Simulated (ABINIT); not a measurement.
Crystal: BaH2.

```
Ba H
1.0
     4.46203    0.00000    0.00000
    -2.23101    3.86423    0.00000
     0.00000    0.00000    6.05529
Ba H
2 4
Direct
  0.33333 0.66667 0.25000
  0.66667 0.33333 0.75000
  0.00000 0.00000 0.00000
  0.00000 0.00000 0.50000
  0.66667 0.33333 0.25000
  0.33333 0.66667 0.75000
```

The cell comes from a database or a generator and needn't be the stable form of this composition.

Base run:

| Item | Value |
| --- | --- |
| Program | ABINIT 10.8.3 (patched build) |
| Functional | LDA |
| Potentials or basis | PseudoDojo NC SR LDA v0.4.1 standard |
| Cutoff | 762 eV |
| k mesh | 5 × 5 × 4 |
| Occupations | fermi-dirac, width 0.05 eV |
| Spin | no spin polarisation |

Its results: band gap on the k mesh 1.62 eV, indirect (least direct gap 2.45 eV); pressure -3.3 GPa.

Question: The run is repeated on the same cell with these changes: functional from LDA to PBEsol; potentials or basis from PseudoDojo NC SR LDA v0.4.1 standard to PseudoDojo NC SR PBEsol v0.4.1 standard; cutoff from 762 eV to 871 eV. What comes out?

Answer: Band gap on the k mesh 1.72 eV, indirect (least direct gap 2.54 eV); pressure -2.1 GPa.

Caveats: this set's barium file shifts pressures by 1 GPa against other sets; this release of the barium file is off; spin-orbit coupling is left out, which moves the levels of the heavy elements; an odd mesh through Γ misses points on the zone boundary, where band edges often lie.
